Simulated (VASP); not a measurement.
Runs of VASP 6.6.1 on In. It takes space group Im-3m (No. 229, cubic). The conventional cell has a = 3.765 Å, b = 3.765 Å, c = 3.765 Å, α = 90.00°, β = 90.00°, γ = 90.00°. In (site symmetry m-3m) has 8 In at 3.26 Å as nearest neighbours. This isn't the form of In at room conditions, which is tetragonal.

```csv
level,potentials or basis,other keys,gap on the mesh (eV),pressure (GPa),relaxed volume (Å³/atom)
PBEsol,"VASP PAW PBE potentials, release 64 (In_d)",-,none,-0.1,25.84
revPBE,"VASP PAW PBE potentials, release 64 (In_d)",-,none,0.0,28.76
LDA,"VASP PAW LDA potentials, release 64 (In_d)",EDIFFG = -0.02,none,-0.1,24.92
r2SCAN,"VASP PAW PBE potentials, release 64 (In_d)",-,none,-0.1,-
AM05,"VASP PAW PBE potentials, release 64 (In_d)",-,none,-0.1,(a)
LDA,"VASP PAW LDA potentials, release 64 (In_d)",-,none,-0.1,24.92
SCAN,"VASP PAW PBE potentials, release 64 (In_d)",-,none,0.0,26.41
PW91,"VASP PAW PBE potentials, release 64 (In_d)",-,none,0.0,(b)
rev-vdW-DF2,"VASP PAW PBE potentials, release 64 (In_d)",-,none,0.1,27.11
RPBE,"VASP PAW PBE potentials, release 64 (In_d)",-,none,0.0,(c)
BLYP,"VASP PAW PBE potentials, release 64 (In_d)",-,none,0.0,31.40
optB88-vdW,"VASP PAW PBE potentials, release 64 (In_d)",-,none,0.0,27.86
```

Alike in all rows: task relaxation of cell and atoms; no spin polarisation; cell relaxed; k mesh 10 × 10 × 10; cutoff (eV) 600; smearing fermi-dirac 0.05 eV.

Q: Fill in the values left out.

A: (a) 25.92; (b) 27.82; (c) 29.14.

Caveats: the PAW data sets were made with another functional, which shifts forces and pressure a little (some runs); the relaxation stopped at its first step, so nothing moved (some runs); the volume moved by over 15 % at a fixed basis, so the end points are rough (some runs).

A k mesh can miss the band edges, and the runs leave out spin-orbit coupling on In.

A gap of «none» marks a metal or a gap under the smearing width.

Runs at the PBE level aren't shown here.
